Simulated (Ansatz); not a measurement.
Pd:

```
Pd
1.0
     0.00000    1.94650    1.94650
     1.94650    0.00000    1.94650
     1.94650    1.94650    0.00000
Pd
1
Direct
  0.00000 0.00000 0.00000
```

| Property | Result |
| --- | --- |
| Program | Ansatz 0.2.0 |
| Task | relaxation of cell and atoms |
| Functional | HF |
| Potentials or basis | Ansatz PAW |
| Cutoff | 420 eV (not typed: the program's choice for these potentials) |
| k mesh | 6 × 6 × 6 |
| Occupations | fermi-dirac, width 0.05 eV |
| Spin | no spin polarisation |

At the start: volume 14.75 Å³/atom.

Where does the relaxation end?

It ends after 9 steps and the volume is 19.08 Å³/atom (+29.4 %); space group Fm-3m (No. 225, to 0.05 Å).

The path:
```tsv
step	energy change (eV)	largest force (eV/Å)	volume (Å³)
1	0.0000	0.0000	14.75
2	-0.4429	0.0000	17.01
3	-0.4712	0.0000	19.03
4	-0.4696	0.0000	19.28
5	-0.4690	0.0000	19.34
6	-0.5158	0.0000	19.34
7	-0.5187	0.0000	19.12
8	-0.5192	0.0000	19.08
9	-0.5156	0.0000	19.08
```

Final structure:
```
Pd
1.0
     0.00000    2.12096    2.12096
     2.12096    0.00000    2.12096
     2.12096    2.12096    0.00000
Pd
1
Cartesian
  0.0000 0.0000 0.0000
```

Caveat: the k mesh is coarse (spacing up to 0.47 Å⁻¹), so the values aren't converged, least of all with exact exchange; the volume moved by over 15 % at a fixed basis, so the end points are rough; the plane-wave basis is chosen anew once the cell has moved, so the energies of steps on either side of that aren't comparable; the pressure holds a Pulay correction of +1.8 GPa for the finite cutoff; the volume moved by +29 % from the deposited cell, more than functionals usually miss; the PAW data sets come from PBE, with cores solved anew for the run's functional, which leaves a small shift of forces and pressure.
